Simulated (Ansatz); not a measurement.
# BaH2 (P6_3/mmc) in Ansatz: band structure with PBEsol

Aim: the band structure of BaH2 with PBEsol.

Everything below comes from runs of Ansatz 0.2.0. Logs are shortened: lines on timing, memory, paths and dates and some standing lists are left out, and cuts for length are marked.

### 1 Starting point

Symmetry: P6_3/mmc, No. 194, hexagonal system. The conventional cell has a = 4.462 Å, b = 4.462 Å, c = 6.055 Å, α = 90.00°, β = 90.00°, γ = 120.00°. Around Ba (site symmetry -6m2) lie 3 H at 2.58 Å. H (site symmetry -3m) is surrounded by 6 Ba at 2.99 Å and 8 H at 2.99 to 3.03 Å. H (site symmetry -6m2) is surrounded by 3 Ba at 2.58 Å.

The cell comes from a database or a generator and needn't be the stable form of this composition.

### 2 Band structure, PBEsol

File input.yaml:

```yaml
crystal:
  lattice:
    - [4.4620250523, 0.0, 0.0]
    - [-2.2310125262, 3.8642270477, 0.0]
    - [0.0, 0.0, 6.05529259]
  atoms:
    - { symbol: Ba, position: [0.3333333333, 0.6666666667, 0.25] }
    - { symbol: Ba, position: [0.6666666667, 0.3333333333, 0.75] }
    - { symbol: H, position: [0.0, 0.0, 0.0] }
    - { symbol: H, position: [0.0, 0.0, 0.5] }
    - { symbol: H, position: [0.6666666667, 0.3333333333, 0.25] }
    - { symbol: H, position: [0.3333333333, 0.6666666667, 0.75] }
hamiltonian:
  xc: pbesol
  pseudopotentials: { kind: paw }
kpoints:
  mp_grid: { grid: [7, 7, 5] }
  band_path:
    path:
      - [[0.0, 0.0, 0.0], [0.5, 0.0, 0.0], [0.3333333333, 0.3333333333, 0.0], [0.0, 0.0, 0.0], [0.0, 0.0, 0.5], [0.5, 0.0, 0.5], [0.3333333333, 0.3333333333, 0.5], [0.0, 0.0, 0.5]]
      - [[0.5, 0.0, 0.5], [0.5, 0.0, 0.0]]
      - [[0.3333333333, 0.3333333333, 0.0], [0.3333333333, 0.3333333333, 0.5]]
    npoints: 14
scf:
  occupations: { method: fermi_dirac, width: 0.05 }
  n_extra_bands: 15
output:
  forces: true
  stress: true
  eigenvalues: true
  fatbands: true
```

Potentials or basis: Ansatz PAW.

Started as:

```sh
ansatz run input.yaml --threads 2 --pin off --max-ram 5632MiB --backend cpu --events-out ev --progress --plain --runs-dir out
```

The log of the run:

```text
Warning: RAYON_NUM_THREADS=2 ignored (pool sized by the plan → 2); use --threads N
scf.n_extra_bands = 15 over 12 filled bands (N_el = 24.0): the run solves 27 bands
Engine: ansatz 0.2.0, aarch64-unknown-linux-gnu
Pseudopotentials: kind: paw
Pseudopotential: Ba, paw, valence charge 10, recommended cutoff 420 eV (normal), Ba.paw.azcp
Pseudopotential: H, paw, valence charge 1, recommended cutoff 420 eV (normal), H.paw.azcp
Functional definition: PBEsol
  exchange = pbesol_x
  correlation = pbesol_c
Crystal: 6 atoms, lattice volume = 104.407 Å³
Basis set: ecut = 420 eV, 2055 PW (Γ), exchange–correlation on 60×60×90 points (8 copies of the dense FFT grid, shifted against one another)
Bands: 27, of which v1, the nominal top of the filled ones, is band 12 counted from 1 (11 counted from 0)
Symmetry: 24 space group operations
Space group: P63/mmc (ITA 194), of the structure as read, at distance tolerance 4.7e-5 Å
k-points: 24 of 245
Non-local potential: Ba, projectors of the file, l = 0: 3, l = 1: 2, l = 2: 2, l = 3: 2
Non-local potential: H, projectors of the file, l = 0: 2, l = 1: 1
PAW form: soft (Blöchl's): semilocal exchange-correlation on the pseudo side does not see the compensation charge
PAW frozen core: Ba, regenerated for the run's functional, and the local potential with it (the file was generated under x = pbe(κ = 0.804, μ = 0.2195149727645171), c = pbe(β = 0.06672455060314922))
PAW one-centre angular grid: Ba, 194 points (default); XC on 64 Gauss nodes
PAW one-centre angular grid: H, 110 points (default); XC on 64 Gauss nodes
Initial density: superposition of atomic densities (neutral atoms: chi_scale 0, normalization atom), corrected by the library's trained network
Initial wavefunctions: pseudopotential atomic-orbital guess
Functional: x = pbesol(κ = 0.804, μ = 0.12345679012345678), c = pbesol(β = 0.046)
SCF iter   1: F=—  HF=-11790.927661 eV  |F-HF|=—  |Δ(HF+E_count)|=         —  Δρ=7.04e-3  dr2=4.46e-2  ethr=1.77e-3  ⟨swp⟩=7.5  Hψ=4188  notcnv=0  defer=86
preconditioner: auto → Resta (q_TF=auto, 2.135 Å⁻¹)  ε∞=2.4  [insulator: Δε(μ)=1.663 eV  Ē_g=13.954 eV  σ=0.050 eV  W_gap=1.00  n_scr=22 (ndim 8)  ℏωp=16.3 eV  f_vac=0.000  D(μ)=0.00/eV (n_scr^D=0)  ε∞_Penn≈2.4]
SCF iter   2: F=—  HF=-11790.917342 eV  |F-HF|=—  |Δ(HF+E_count)|=   1.03e-2  Δρ=2.70e-3  dr2=6.57e-3  ethr=1.86e-4  ⟨swp⟩=2.0  Hψ=965  notcnv=0  defer=192
SCF iter   3: F=—  HF=-11790.916030 eV  |F-HF|=—  |Δ(HF+E_count)|=   1.31e-3  Δρ=3.44e-4  dr2=1.10e-4  ethr=2.74e-5  ⟨swp⟩=2.0  Hψ=549  notcnv=0  defer=192
SCF iter   4: F=—  HF=-11790.916072 eV  |F-HF|=—  |Δ(HF+E_count)|=   4.19e-5  Δρ=8.40e-5  dr2=5.64e-6  ethr=4.59e-7  ⟨swp⟩=2.5  Hψ=636  notcnv=0  defer=192
SCF iter   5: F=—  HF=-11790.916077 eV  |F-HF|=—  |Δ(HF+E_count)|=   5.40e-6  Δρ=1.02e-5  dr2=9.88e-8  ethr=2.35e-8  ⟨swp⟩=2.5  Hψ=659  notcnv=0  defer=192
SCF iter   6: F=-11790.916077 eV  HF=-11790.916077 eV  |F-HF|=2.69e-9  |Δ(HF+E_count)|=   6.69e-8  Δρ=2.17e-6  dr2=4.05e-9  ethr=4.12e-10  ⟨swp⟩=14.2  Hψ=4566  notcnv=0
SCF 1 converged in 6 iterations: F = -11790.916077 eV  dr2 = 4.05e-9
NSCF: frozen V_eff on 129 k-points
SCF converged after 6 iterations
Free energy (F): -11790.916077 eV
Harris-Foulkes:  -11790.916077 eV  (|F-HF|=2.69e-9)
Internal energy: -11790.916077 eV  (E = F + TS)
E sigma→0 (E₀):  -11790.916077 eV
Fermi energy:    6.920724 eV
--- Per-component energies (eV) ---
  E_band       = -121.975577
  E_kinetic    = 387.591234
  E_local      = -596.390019  (includes V_loc(G=0)·N_el)
  E_nonlocal   = 121.357515
  E_hartree    = 179.046214
  E_xc         = -368.691430
  E_vxc        = -316.740515  (∫ρ·V_xc dr)
  E_paw        = -10282.424759  (= ΣΔE_a)
  E_vpaw       = -75.881349  (= ΣTr[D̂ρ^β])
  E_aug_tail   = -0.004379  (compensation charges beyond the density's cutoff)
  E_ewald      = -1231.703320
  E_core_change = 0.302866  (= ΣΔE_core)
  E_smearing   = -0.000000  (= −TS)
  E_closure    = -0.000000  (closes the sum)
  Σ components = -11790.916077   (vs F -11790.916077, Δ=0.00e0)
--- Forces (eV/Å), atoms counted from 1 ---
  atom   1  Ba     0.00000000     0.00000000     0.00000000
  atom   2  Ba    -0.00000000    -0.00000000     0.00000000
  atom   3  H     -0.00000000    -0.00000000    -0.00000000
  atom   4  H      0.00000000     0.00000000     0.00000000
  atom   5  H      0.00000000     0.00000000     0.00000000
  atom   6  H     -0.00000000    -0.00000000     0.00000000
  max |Σ_I F_I| component: 9.54e-18 eV/Å
--- Stress (GPa, compression-positive) ---
       -2.354934      -0.000000       0.000000
        0.000000      -2.354934       0.000000
        0.000000       0.000000      -2.280189
  P = ⅓ Tr σ = -2.3300 GPa (-23.300 kbar)
--- Band table (eV; the first three rows and the last of 24) ---
  k-point 0: bands = ["-20.8821", "-20.7058", "-6.7222", "-5.9005", "-5.9005", "-5.6504", "-5.6504", "-5.5995", "1.8243", "3.1919", "5.6453", "6.0779", "8.8732", "8.8732", "9.8555", "9.8555", "9.8946", "9.8946", "10.7137", "11.5133", "11.5133", "11.6053", "12.9685", "14.3504", "14.6358", "14.6358", "14.9898"]
  k-point 1: bands = ["-20.8656", "-20.7230", "-6.6331", "-5.8771", "-5.8771", "-5.7310", "-5.6748", "-5.6748", "2.0546", "3.2265", "5.5221", "6.0537", "8.6998", "8.6998", "9.4721", "9.4721", "10.0934", "10.3978", "10.3978", "11.4989", "12.1233", "12.1233", "13.3799", "13.7566", "14.0933", "14.0933", "14.7908"]
  k-point 2: bands = ["-20.8222", "-20.7677", "-6.3855", "-6.0446", "-5.8155", "-5.8155", "-5.7382", "-5.7382", "2.6011", "3.1006", "5.4948", "5.8249", "8.6508", "8.6508", "8.9263", "8.9263", "9.7823", "10.4913", "11.4995", "11.4995", "12.6731", "12.6731", "13.4560", "13.4560", "13.8411", "14.2527", "14.2527"]
  k-point 23: bands = ["-20.7632", "-20.7532", "-6.5679", "-6.5352", "-6.1363", "-5.9746", "-5.7352", "-5.6881", "4.3018", "4.3721", "4.5074", "4.5447", "7.8592", "7.9257", "9.9929", "10.5116", "11.3625", "11.4320", "12.7128", "12.9375", "13.1907", "13.6022", "13.8959", "13.9610", "14.5351", "14.6301", "14.6670"]
```

It took 11 s on 2 threads of Arm Neoverse V1, shared host; peak memory 0.43 GiB.

What came out:

```yaml
Free_energy: -11790.9161 eV
Pressure: -2.3 GPa
Band_gap_on_the_k_mesh: 1.78 eV, indirect (least direct gap 2.65 eV)
Band_gap_along_the_path: 1.56 eV, indirect (least direct gap 2.64 eV)
```

Levels at the corners of the path, in eV from the valence-band top:
```csv
point,band 9,band 10,band 11,band 12,band 13,band 14,band 15,band 16
Γ,-4.25,-2.89,-0.43,0.00,2.80,2.80,3.78,3.78
M,-2.47,-2.16,-1.57,-1.51,2.61,3.80,3.86,4.97
K,-1.90,-1.90,-1.86,-1.69,3.21,3.21,4.27,4.80
Γ,-4.25,-2.89,-0.43,0.00,2.80,2.80,3.78,3.78
A,-3.19,-3.19,-0.44,-0.44,2.67,2.67,2.67,2.67
L,-2.22,-2.22,-1.28,-1.28,2.35,2.35,3.89,3.89
H,-1.69,-1.69,-1.46,-1.46,1.56,1.56,4.36,4.36
A,-3.19,-3.19,-0.44,-0.44,2.67,2.67,2.67,2.67
L,-2.22,-2.22,-1.28,-1.28,2.35,2.35,3.89,3.89
M,-2.47,-2.16,-1.57,-1.51,2.61,3.80,3.86,4.97
K,-1.90,-1.90,-1.86,-1.69,3.21,3.21,4.27,4.80
H,-1.69,-1.69,-1.46,-1.46,1.56,1.56,4.36,4.36
```

Caveat: the k mesh misses the band edges, so the gap on the mesh is wider than the one along the path; spin-orbit coupling is left out, which moves the levels of the heavy elements; the PAW data sets come from PBE, with cores solved anew for the run's functional, which leaves a small shift of forces and pressure.
